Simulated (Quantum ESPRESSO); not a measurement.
## LiCl under changes of volume

One of the cells (16.871 Å³/atom); the others are scaled copies at fixed shape and fractional positions:

```
CELL_PARAMETERS angstrom
0.00000 2.56477 2.56477
2.56477 0.00000 2.56477
2.56477 2.56477 0.00000
ATOMIC_POSITIONS crystal
Cl 0.50000 0.50000 0.50000
Li 0.00000 0.00000 0.00000
```

```yaml
Program: Quantum ESPRESSO 7.5
Functional: PBE
Dispersion: D3(BJ)
Potentials_or_basis: PseudoDojo 0.4.1 SR PBE standard
Cutoff: 1007 eV
Density_cutoff: 4027 eV
k_mesh: 9 × 9 × 9
Occupations: fermi-dirac, width 0.05 eV
Spin: no spin polarisation
```

```csv
volume (Å³/atom),energy over the lowest point (meV/atom),pressure (GPa),gap on the mesh (eV)
15.859,0.30,0.5,6.70
16.196,0.00,-0.3,6.57
16.534,1.28,-1.0,6.45
16.871,3.96,-1.6,6.33
17.209,7.90,-2.2,6.22
17.546,?,?,?
17.883,19.03,-3.1,6.01
```

Problem. What does the run at 17.546 Å³/atom give?

Solution. Energy over the lowest point 12.96 meV/atom; pressure -2.7 GPa; gap on the mesh 6.11 eV.

Worked out: A Birch-Murnaghan fit of order 3 (a polynomial in V^(-2/3)) to the other rows has its minimum at 16.09 Å³/atom with B0 = V·E''(V) = 37 GPa and B' = 4.3. It gives 12.96 meV/atom at 17.546 Å³/atom, against the run's 12.96, and -dE/dV = -2.7 GPa, against -2.7. A straight line through the other rows of the gap, of slope -5.74 eV per unit of ln V (its deformation potential), gives 6.11 eV, against the run's 6.11.

Energies are extrapolated to zero smearing.

Caveats: an odd mesh through Γ misses points on the zone boundary, where band edges often lie.
